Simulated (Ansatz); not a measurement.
**AlP (F-43m): from strained cells to moduli**

```yaml
crystal:
  lattice:
    - [0.00000, 2.73512, 2.73512]
    - [2.73512, 0.00000, 2.73512]
    - [2.73512, 2.73512, 0.00000]
  atoms:
    - { symbol: Al, position: [0.00000, 0.00000, 0.00000] }
    - { symbol: P, position: [0.75000, 0.75000, 0.75000] }
```

Conventional cell: a = 5.470 Å, b = 5.470 Å, c = 5.470 Å, α = 90.00°, β = 90.00°, γ = 90.00°. Al (atom 1) has 4 P at 2.37 Å as nearest neighbours. P (atom 2) is surrounded by 4 Al at 2.37 Å.

Level of theory, where no other is named: PBEsol, all-electron LAPW in Ansatz 0.2.0, scalar-relativistic. k mesh 8×8×8, fixed occupations, basis error target 1 meV/atom. The cell was relaxed by PAW under this functional.

The cell is cubic and carries a residual pressure of -0.04 GPa at this level. Each strain component that symmetry leaves independent is applied at ±0.008, the ions relax wherever a strain frees them, and the stress (tension positive, GPa) is read. Shears are engineering strains, γ = 2ε.

```
strain    size      σxx      σyy      σzz      σyz     σxz     σxy
    xx  -0.008  -0.9899  -0.5037  -0.5037   0.0000  0.0000  0.0000
    xx  +0.008   1.0559   0.5494   0.5494   0.0000  0.0000  0.0000
    yz  -0.008   0.0399   0.0364   0.0364  -0.4762  0.0000  0.0000
    yz  +0.008   0.0399   0.0364   0.0364   0.4762  0.0000  0.0000
```

A central difference gives one constant, for example C11 ≈ (1.0559 − (-0.9899))/(0.016) = 127.9 GPa; the program then imposes the crystal's symmetry on the whole matrix.

(1) What are the independent elastic constants?

(2) Do they meet the Born conditions?

(3) What moduli does a random aggregate of grains have?

(4) With the density of 2.352 g/cm³, how fast does sound travel, and what Debye temperature follows?

(5) How far do the constants move if PAW replaces LAPW in the same cell?

(6) What happens at 10 GPa (cell relaxed there)?

Results:

(1) C11 = 127.9, C12 = 65.8, C44 = 59.5 GPa.

(2) C11 − C12 = 62.0, C11 + 2C12 = 259.5 and C44 = 59.5 GPa must all be positive, so the crystal is elastically stable; that says nothing yet of its phonons.

(3) B = (C11 + 2C12)/3 = 86.5 GPa. G_V = (C11 − C12 + 3C44)/5 = 48.1 and G_R = 5(C11 − C12)C44/(4C44 + 3(C11 − C12)) = 43.5, so G_H = 45.8 GPa. Then E = 9BG/(3B + G) = 116.8 GPa, ν = (3B − 2G)/(6B + 2G) = 0.275 and B/G = 1.89, on the ductile side of Pugh's 1.75 (a rule of thumb, made for metals; it doesn't predict ductility here).

(4) 

```csv
direction,slow (m/s),middle (m/s),fast (m/s)
[100],5031,5031,7374
[110],3632,5031,8154
[111],4151,4151,8398
```

The mean of v⁻³ over directions and branches gives v_m = 4877 m/s and θ_D = (ħ/k_B) v_m (6π²n)^(1/3) = 531 K, n being atoms per volume. Young's modulus spans 83 to 145 GPa over directions, and the universal anisotropy index is 0.53.

(5) 

| constant | LAPW (GPa) | PAW (GPa) | difference |
| --- | --- | --- | --- |
| C11 | 127.9 | 128.1 | 0.2 |
| C12 | 65.8 | 66.4 | 0.6 |
| C44 | 59.5 | 59.5 | 0.0 |

(6) The volume falls to 0.9099 of its value, and C11 = 161.4, C12 = 106.5, C44 = 59.3 GPa (slopes of the stress), in this structure whether or not another phase takes over.

Limits of these numbers: constants at zero field, no piezoelectric stiffening; the frozen-core PAW files of the compared runs were fitted under PBE, their cores solved anew for this functional.
